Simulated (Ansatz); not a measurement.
# TiSe2: single point with PBE

TiSe2, a slab with vacuum:

```xyz
6
Lattice="3.5360 0.0000 0.0000 -1.7680 3.0623 0.0000 0.0000 0.0000 24.0684" Properties=species:S:1:pos:R:3 pbc="T T T"
Se    1.7680    1.0208    7.5000
Ti    0.0000    0.0000    9.0322
Se    0.0000    2.0415   10.5644
Se    1.7680    1.0208   13.5040
Ti    0.0000    0.0000   15.0362
Se    0.0000    2.0415   16.5684
```

The cell isn't the ideal one: the (0 0 1) slab of TiSe2, cut from the database cell, not relaxed.

```json
{
  "Program": "Ansatz 0.2.0",
  "Task": "single point",
  "Functional": "PBE",
  "Potentials or basis": "Ansatz PAW",
  "Cutoff": "420 eV (not typed: the program's choice for these potentials)",
  "k mesh": "9 × 9 × 1",
  "Occupations": "fermi-dirac, width 0.05 eV",
  "Spin": "no spin polarisation",
  "Boundary along the surface normal": "dipole_correction",
  "Miller": "[0, 0, 1]",
  "Bulk formula": "TiSe2"
}
```

The largest force is 0.216 eV/Å and the band gap on the k mesh is none (metal or under the smearing width). The work function of the upper face is 5.40 eV. The work function of the lower face is 5.40 eV and the dipole across the slab is 0.000 e·Å.

Forces in eV/Å, atoms in the order of the input:
```
Se   0.000  0.000 -0.216
Ti   0.000  0.000  0.039
Se   0.000  0.000  0.034
Se   0.000  0.000 -0.034
Ti   0.000  0.000 -0.039
Se   0.000  0.000  0.216
```

Levels at points of the mesh, in eV from the Fermi level:
```
           k point  band 41  band 42  band 43  band 44  band 45  band 46  band 47  band 48
(0.00, 0.00, 0.00)     0.41     0.41     0.48     0.48     0.50     0.50     0.53     0.53
```

It took 4.5 s on 4 threads of Arm Neoverse V2, on a shared host, peak memory 0.66 GiB.
